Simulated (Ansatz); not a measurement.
# BN: the cost of one run

Method: DFT PBE+D3(BJ), scalar-relativistic, plane waves, PAW, in Ansatz 0.2.0.

## 1. The structure to begin with

Symmetry: R3m, No. 160, trigonal system. Conventional cell: a = 2.502 Å, b = 2.502 Å, c = 10.119 Å, α = 90.00°, β = 90.00°, γ = 120.00°. B (site symmetry 3m) has 3 N at 1.44 Å as nearest neighbours. N (site symmetry 3m) has 3 B at 1.44 Å as nearest neighbours.

Structure file:

```xyz
2
Lattice="1.2511 0.7223 3.3729 -1.2511 0.7223 3.3729 0.0000 -1.4447 3.3729" Properties=species:S:1:pos:R:3 pbc="T T T"
B     0.0000    0.0000   10.1155
N     0.0000    0.0000    3.3672
```

Source of the structure: the Materials Project (structure only).

(A quick probe on a coarse mesh, which set the mesh and smearing, is not shown.)

## 3. Relaxing cell and atoms

Contents of input.yaml:

```yaml
crystal:
  lattice:
    - [1.2511217832, 0.7223354983, 3.3729344033]
    - [-1.2511217832, 0.7223354983, 3.3729344033]
    - [0.0, -1.4446709967, 3.3729344033]
  atoms:
    - { symbol: B, position: [0.9996712, 0.9996712, 0.9996712] }
    - { symbol: "N", position: [0.3327618, 0.3327618, 0.3327618] }
basis:
  ecutwfc: 420
kpoints:
  mp_grid: { grid: [12, 12, 12] }
hamiltonian:
  xc: pbe
  pseudopotentials: { kind: paw, azcp: { folder: soft_1 } }
  dispersion: d3bj
scf:
  occupations: { method: gaussian, width: 0.02 }
output:
  forces: true
  stress: true
  eigenvalues: true
  write_density: true
  write_potential: true
  elf: true
  volumetric_format: npy
relax:
  adjacent_minimum: "off"
  f_tol: 0.005
  max_steps: 80
  cell: { stress_tol: 0.05 }
```

Launch:

```bash
> ansatz run input.yaml --threads 4 --pin off --max-ram 8192MiB --backend cpu --events-out ev --progress --plain --runs-dir out
```

**Question.** How long does this run take on 4 threads of AMD EPYC 9R45 (Zen 5), shared host, and how much memory does it need?

About 2.6 s, with a peak of 0.41 GiB.
